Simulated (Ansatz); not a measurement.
## HfB2 under changes of volume

One of the cells (9.905 Å³/atom); the others are scaled copies at fixed shape and fractional positions:

```xyz
3
Lattice="3.1400 0.0000 0.0000 -1.5700 2.7193 0.0000 0.0000 0.0000 3.4800" Properties=species:S:1:pos:R:3 pbc="T T T"
Hf    0.0000    0.0000    0.0000
B     1.5700    0.9064    1.7400
B     0.0000    1.8129    1.7400
```

* Program: Ansatz 0.2.0
* Functional: PBE
* Potentials or basis: Ansatz PAW
* Cutoff: 420 eV (not typed: the program's choice for these potentials)
* k mesh: 10 × 10 × 8
* Occupations: fermi-dirac, width 0.05 eV
* Spin: no spin polarisation

```tsv
volume (Å³/atom)	energy over the lowest point (meV/atom)	pressure (GPa)
9.311	36.48	19.2
9.509	16.89	12.6
9.707	4.97	6.7
9.905	0.00	1.4
10.103	1.34	-3.5
10.301	?	?
10.499	20.72	-11.9
```

Problem. What does the run at 10.301 Å³/atom give?

Solution. Energy over the lowest point 8.43 meV/atom; pressure -7.9 GPa.

Worked out: A Birch-Murnaghan fit of order 3 (a polynomial in V^(-2/3)) to the other rows has its minimum at 9.96 Å³/atom with B0 = V·E''(V) = 250 GPa and B' = 3.8 at fixed shape and positions, which overstates the stiffness. It gives 8.42 meV/atom at 10.301 Å³/atom, against the run's 8.43, and -dE/dV = -7.9 GPa, against -7.9.

Energies are extrapolated to zero smearing.
